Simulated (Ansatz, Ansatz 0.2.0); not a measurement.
# Log: relaxing the cubic cell of GdAl₂ with PBEsol to get the lattice constant

*Notes of a novice, printed with their mistakes. Don't take the settings or the reasoning as a model; a review follows at the end.*

## Experimental context

GdAl₂ is a cubic compound of gadolinium and aluminium, so one length, a, describes the whole cell. The value I am comparing with comes from a printed reference work on magnetic properties of rare earth dialuminide compounds, which lists a cubic lattice parameter of 7.90 Å. It is a compiled value. Neither the way it was measured nor the temperature is given with it, so I do not know what kind of sample or experiment is behind the number.

| compared with | measured | source's wording or label | method |
| --- | --- | --- | --- |
| a (Å) | 7.9 | 7.90 A | compiled value, method not stated |

Conditions are those given with the value in the passage it was taken from; "not stated" means there, and the paper may say more elsewhere. The values are a selection: others may have been left out beforehand as unlike or outlying.

## Aim and plan

I want to calculate a for GdAl₂ and see whether it comes out at 7.90 Å. My target is that the result rounds to 7.90 at two decimals, because that is how the book prints it.

The model is the primitive cell with 6 atoms. I take the structure from the Materials Project, which has a = 7.884 Å. That one was relaxed in an earlier calculation, so it is not a second measurement, but it is near the book value and should be a good place to start. I will let the program relax the cell and the atoms and read off a. I have read that PBEsol is made for solids, so I use that. I start with the lightest settings, and if the number is right I can leave them as they are.

System: GdAl2, cubic Laves; Fd-3m (No. 227), 6 atoms in the primitive cell; the database structure is a structure relaxed by earlier theory (a GGA or r2SCAN, not named), not a measurement: a = 7.884 Å; structure from the Materials Project.

On the selection of runs and values: Further runs on this system are not shown.

## 1. Quick start with one k point

A 1×1×1 mesh is the smallest there is, and the cell has only 6 atoms, so I hope that it is enough. I switch on a ferromagnetic start because Gd is magnetic, and leave the cutoff at its default. I expect something close to the 7.884 Å of the starting cell.

**Run 1.** Ansatz 0.2.0: PBEsol, ferromagnetic start, cell and atoms relaxed from the database structure, PAW set soft_2, cutoff 420 eV (default), 1x1x1 k mesh, Gaussian smearing 0.1 eV.

Key lines of the input:
```
crystal:
  # lattice and atoms, with starting spins
kpoints:
  mp_grid: { grid: [1, 1, 1] }
hamiltonian:
  xc: pbesol
scf:
  occupations: { method: gaussian, width: 0.1 }
output:
  forces: true
  stress: true
magnetization:
  spin_polarized: true
relax:
  adjacent_minimum: "off"
  f_tol: 0.005
  max_steps: 30
  cell: { stress_tol: 0.03 }
```

Command:
```
ansatz run input.yaml --threads 4 --pin off --max-ram 16384MiB --backend cpu --events-out ev --progress --plain --runs-dir out
```

Selected lines of the output:
```
Basis set: ecut = 420 eV, 2109 PW (Γ) [...]
k-points: 1
relax step   4: F+E_penalty+E_count = -20558.75382289 eV  [...]  max|allowed force component| = 5.789e-27 eV/Å  [...]  P = -0.019 GPa  Ω = 110.002 Å³  [...]
Magnetization: 16.0000 μB (32.0000 up, 16.0000 down)
```

Converged; 2.5 s on 4 cores of Arm Neoverse V1, shared host.

| quantity | run 1 | measured | deviation |
| --- | --- | --- | --- |
| a (Å) | 7.606 | 7.9 | −0.294 (−3.7 %) |
| net moment per formula unit (μB) | 8.000 |  |  |
| size of moment on Gd (μB) | 7.188 |  |  |
| conventional cell volume (Å³) | 440.01 |  |  |

a comes out at 7.606 Å, which is 0.294 Å below the book value. That is far from 7.90, and also far from the cell I started with. The run says it converged and the pressure at the end is almost zero, so the relaxation itself seems to have worked. The net moment is 8.000 μB per formula unit. Gd has seven 4f electrons, so I would have guessed 7, but it is magnetic and I am after the lattice constant, so I leave that.

## 2. Two k points in each direction

One k point was probably too few for a metal. I go up one step to 2×2×2 and keep everything else the same. The first run took only seconds, so this one should be quick too. I expect a to move up towards 7.90 Å.

**Run 2.** Ansatz 0.2.0: PBEsol, ferromagnetic start, cell and atoms relaxed from the database structure, PAW set soft_2, cutoff 420 eV (default), 2x2x2 k mesh, Gaussian smearing 0.1 eV.

Key lines of the input, as changed from run 1:
```diff
  kpoints:
-   mp_grid: { grid: [1, 1, 1] }
+   mp_grid: { grid: [2, 2, 2] }
```

Selected lines of the output:
```
Basis set: ecut = 420 eV, 2397 PW (Γ) [...]
k-points: 3 of 8
relax step   3: F+E_penalty+E_count = -20556.81890409 eV  [...]  max|allowed force component| = 2.236e-17 eV/Å  [...]  P = -0.014 GPa  Ω = 120.830 Å³  [...]
Magnetization: 14.5027 μB (31.2513 up, 16.7487 down)
```

Converged; 3.7 s on the same hardware.

| quantity | run 2 | measured | deviation |
| --- | --- | --- | --- |
| a (Å) | 7.848 | 7.9 | −0.052 (−0.7 %) |
| net moment per formula unit (μB) | 7.251 |  |  |
| size of moment on Gd (μB) | 7.065 |  |  |
| conventional cell volume (Å³) | 483.32 |  |  |

Now a is 7.848 Å, up by 0.242 Å from the first run. The gap to the book is down to 0.052 Å, or 0.7 %. The moment has also dropped, to 7.251 μB per formula unit, which is nearer to the 7 I had in mind. It still does not round to 7.90, so I am not finished.

## 3. On to 4×4×4

More k points made the cell bigger, so I double the mesh again. Only about 0.05 Å is missing, and I expect this step to bring a to 7.90 Å. Then I can stop there.

**Run 3.** Ansatz 0.2.0: PBEsol, ferromagnetic start, cell and atoms relaxed from the database structure, PAW set soft_2, cutoff 420 eV (default), 4x4x4 k mesh, Gaussian smearing 0.1 eV.

Key lines of the input, as changed from run 1:
```diff
  kpoints:
-   mp_grid: { grid: [1, 1, 1] }
+   mp_grid: { grid: [4, 4, 4] }
  relax:
-   max_steps: 30
+   max_steps: 60
```

Selected lines of the output:
```
Basis set: ecut = 420 eV, 2397 PW (Γ) [...]
k-points: 8 of 64
relax step   6: F+E_penalty+E_count = -20557.47203342 eV  [...]  max|allowed force component| = 2.429e-17 eV/Å  [...]  P = -0.001 GPa  Ω = 120.260 Å³  [...]
```

Converged; 12 s on the same hardware.

| quantity | run 3 | measured | deviation |
| --- | --- | --- | --- |
| a (Å) | 7.835 | 7.9 | −0.065 (−0.8 %) |
| net moment per formula unit (μB) | 7.406 |  |  |
| size of moment on Gd (μB) | 7.177 |  |  |
| conventional cell volume (Å³) | 481.04 |  |  |

a went down instead of up. It is 7.835 Å now, 0.065 Å below the book, so the finer mesh is further off than 2×2×2 was. The change from the last run is only 0.013 Å, and I take that to mean that the k points are settled and the missing length has to come from somewhere else.

## 4. Adding a U on gadolinium

I have read that f electrons need a +U, and Gd has f electrons. I don't know which value is right for Gd, so I take a big one, 10 eV, to see a clear effect. The mesh goes to 8×8×8 in the same run, so that nobody can complain about the k points. I expect the U to push a up towards 7.90 Å.

**Run 4.** Ansatz 0.2.0: PBEsol+U (Gd 10 eV on ortho-atomic projectors), ferromagnetic start, cell and atoms relaxed from the database structure, PAW set soft_2, cutoff 420 eV (default), 8x8x8 k mesh, Gaussian smearing 0.1 eV.

Key lines of the input, as changed from run 1:
```diff
  kpoints:
-   mp_grid: { grid: [1, 1, 1] }
+   mp_grid: { grid: [8, 8, 8] }
  hamiltonian:
+   hubbard:
+     sites: [{ species: Gd, l: f, u_eff: 10.0 }]
+     projectors: ortho-atomic
```

Selected lines of the output:
```
Basis set: ecut = 420 eV, 2397 PW (Γ) [...]
k-points: 29 of 512
relax step   3: F+E_penalty+E_count = -20557.00638451 eV  [...]  max|allowed force component| = 3.527e-17 eV/Å  [...]  P = -0.020 GPa  Ω = 120.728 Å³  [...]
```

Converged; 28 s on the same hardware. Warnings: filled_band_counts_differ_across_k_points.

| quantity | run 4 | measured | deviation |
| --- | --- | --- | --- |
| a (Å) | 7.846 | 7.9 | −0.054 (−0.7 %) |
| net moment per formula unit (μB) | 7.496 |  |  |
| size of moment on Gd (μB) | 7.282 |  |  |
| conventional cell volume (Å³) | 482.91 |  |  |

With U = 10 eV, a is 7.846 Å. That is about 0.01 Å more than in the last run, so the U does push the right way, but only a little. I am still 0.054 Å short, and 2×2×2 without any U gave 7.848 Å, which is just as good. So U is not what is missing here. There was also a warning, filled_band_counts_differ_across_k_points. I don't know what to do about it, and the run converged, so I carry on.

## 5. A different functional, r2SCAN

Four runs with PBEsol and none of them reaches 7.90 Å, so I change the functional. r2SCAN is newer, and I have read that newer functionals are more accurate. I drop the U again and go back to 4×4×4, because the k points were settled there and it is faster. I hope for a number that rounds to 7.90.

**Run 5.** Ansatz 0.2.0: r2SCAN, ferromagnetic start, cell and atoms relaxed from the database structure, PAW set soft_2, cutoff 500 eV (default), 4x4x4 k mesh, Gaussian smearing 0.1 eV.

Key lines of the input, as changed from run 3:
```diff
  hamiltonian:
-   xc: pbesol
+   xc: r2scan
```

Selected lines of the output:
```
relax step   3: F+E_penalty+E_count = -20857.60522824 eV  [...]  max|allowed force component| = 2.756e-17 eV/Å  [...]  P = +0.000 GPa  Ω = 122.772 Å³  [...]
relax step   4: F+E_penalty+E_count = -20857.60526697 eV  [...]  max|allowed force component| = 2.776e-17 eV/Å  [...]  P = +0.000 GPa  Ω = 122.772 Å³  [...]
Magnetization: 15.3355 μB (31.6677 up, 16.3323 down)
```

Converged; 20 s on the same hardware.

| quantity | run 5 | measured | deviation |
| --- | --- | --- | --- |
| a (Å) | 7.890 | 7.9 | −0.010 (−0.1 %) |
| net moment per formula unit (μB) | 7.668 |  |  |
| size of moment on Gd (μB) | 7.395 |  |  |
| conventional cell volume (Å³) | 491.09 |  |  |

r2SCAN gives 7.890 Å, only 0.010 Å below the book, or 0.1 %. At two decimals that is 7.89 and not the 7.90 I wanted, but with one decimal both are 7.9, so I count it as a match. The pressure at the end is +0.000 GPa, which tells me that the cell is right. The moment has gone up to 7.668 μB per formula unit, further from 7 than before, but the lattice constant is what I was after.

So the functional was the problem all along, and r2SCAN is the right one for GdAl₂. I keep 7.890 Å and stop here.

## Overview

| run | settings | a (Å) | deviation | cost |
| --- | --- | --- | --- | --- |
| 1 | PBEsol, cutoff 420 eV (default), 1x1x1 k mesh | 7.606 | −0.294 (−3.7 %) | under 1 core-min |
| 2 | PBEsol, cutoff 420 eV (default), 2x2x2 k mesh | 7.848 | −0.052 (−0.7 %) | under 1 core-min |
| 3 | PBEsol, cutoff 420 eV (default), 4x4x4 k mesh | 7.835 | −0.065 (−0.8 %) | under 1 core-min |
| 4 | PBEsol+U (Gd 10 eV on ortho-atomic projectors), cutoff 420 eV (default), 8x8x8 k mesh | 7.846 | −0.054 (−0.7 %) | 1.8 core-min |
| 5 | r2SCAN, cutoff 500 eV (default), 4x4x4 k mesh | 7.890 | −0.010 (−0.1 %) | 82 core-s |
|  | measured | 7.9 |  |  |

## Where I got to

My result for GdAl₂ is a = 7.890 Å, from r2SCAN on the 4×4×4 mesh. The book has 7.90 Å, so I am 0.010 Å short. At the start I wanted the two decimals to agree, and they don't quite, but 0.1 % is close enough for me and I am calling it done.

The PBEsol runs went from 7.606 Å with one k point to 7.835 Å on 4×4×4, and the large U with the 8×8×8 mesh only got me to 7.846 Å. After that I changed the functional and the number was nearly there at once. What I take from this is that PBEsol is not good for rare earth compounds and that U makes hardly any difference to a lattice constant. Next time I will start with r2SCAN on 4×4×4 and save myself the other runs.

The net moment came out at 7.668 μB per formula unit, and I still don't know why it isn't 7. Since the lattice constant fits, I assume the moment is all right too. I am writing 7.890 Å into my thesis.

## Review

Further runs made for the review:

| reviewer's run | settings | a (Å) | deviation | cost | status |
| --- | --- | --- | --- | --- | --- |
| R1 | PBEsol, cutoff 420 eV (default), 8x8x8 k mesh | 7.830 | −0.070 (−0.9 %) | 2.3 core-min |  |
| R2 | PBEsol+U (Gd 6 eV on ortho-atomic projectors), cutoff 420 eV (default), 8x8x8 k mesh | 7.840 | −0.060 (−0.8 %) | 2.1 core-min | warnings: filled_band_counts_differ_across_k_points |
| R3 | r2SCAN, cutoff 500 eV (default), 8x8x8 k mesh | 7.884 | −0.016 (−0.2 %) | 2.2 core-min |  |
| R4 | PBEsol, cutoff 590 eV, 8x8x8 k mesh | 7.831 | −0.069 (−0.9 %) | 2.3 core-min |  |
|  | measured | 7.9 |  |  |  |

The notebook rightly treats the database cell as theory, not a second measurement, and starts ferromagnetic. Its target, rounding to 7.90 Å, is arbitrary: the temperature is unknown, and functionals commonly err by more than 0.01 Å. Nor does a "right" number justify light settings; only stability under denser settings does.

Run 1 uses one k point, far too few for a metal. Its near-zero pressure shows only that the relaxation finished. The 8×8×8 PBEsol run (R1) gives 7.830 Å, 0.224 Å more, for 2.3 core-minutes. Run 2 is still too coarse, and its closeness to the book is chance. Convergence with k points needn't be steady, so there was no reason to expect run 3 to continue upwards. Its 0.013 Å change didn't prove the mesh settled to two decimals, though R1 shows that only 0.005 Å was left.

Run 4 changes U and mesh together, so the rise of about 0.01 Å over run 3 isn't the effect of U. Against R1 that effect is 0.016 Å. A U of 10 eV is at the top of the range used for 4f shells; with 6 eV, R2 gives 7.840 Å. The conclusion that U doesn't supply the missing length therefore holds, but run 2 being "just as good" is no evidence for it. The warning is expected for a metal, but with +U it can also flag a wrong f filling. Convergence doesn't rule that out. The Gd moment of 7.282 μB in run 4 fits a half-filled f shell, but the f occupations themselves are not shown in this report. R2 carries the same warning.

Run 5 needed a denser mesh too: R3 gives 7.884 Å for 2.2 core-minutes, and that belongs in the thesis instead of 7.890 Å, with functional and mesh stated. The default cutoff also rose with the functional, but raising it to 590 eV in PBEsol (R4) changes a by only 0.001 Å. The 0.054 Å between R1 and R3 is thus essentially the functional's doing. It wasn't the problem "all along", however: run 1 failed mainly through its k mesh.

Newer functionals aren't always more accurate, and zero pressure doesn't make a cell right; run 3 reached it as well. Rounding to one decimal after missing the target at two is moving the goalpost. One compound can't show that r2SCAN is right, that PBEsol is bad for rare earths, or that U hardly matters to lattice constants in general. Nor does it make r2SCAN on 4×4×4 a recipe that replaces convergence tests.

The net moment needn't be 7 μB, because polarised conduction electrons, largely Gd 5d, add to the seven 4f electrons. A good lattice constant doesn't vouch for it, and r2SCAN tends to exaggerate moments in metals.

Verdict: r2SCAN on the 8×8×8 mesh comes within 0.2 % of the book value (R3), which is good agreement, though a higher cutoff or a still denser mesh for r2SCAN is not shown in this report; PBEsol is 0.9 % short (R1), and 0.8 % with a moderate U (R2). If the value was measured at room temperature, thermal expansion of very roughly 0.02 Å could cover the r2SCAN gap, but not all of PBEsol's. The rest is most likely error of the functional, as the step from R1 to R3 suggests. The ferromagnetic order of all these runs is also a stand-in: the sample may have been paramagnetic when measured, and the effect of that on a is not shown in this report.

[Logs are printed without paths, hosts, clocks, repeated set-up lines and the standing remarks that a program may print on its own settings, such as how far it seeks lower states.]

[The runs shown are a pick from a larger set of finished runs; failed, doubtful and other runs were left out of it ahead of writing. So were measured values far from every level or from commonly accepted values, and agreement can look better than it is. Lines of input and output are excerpts and may be shortened.]
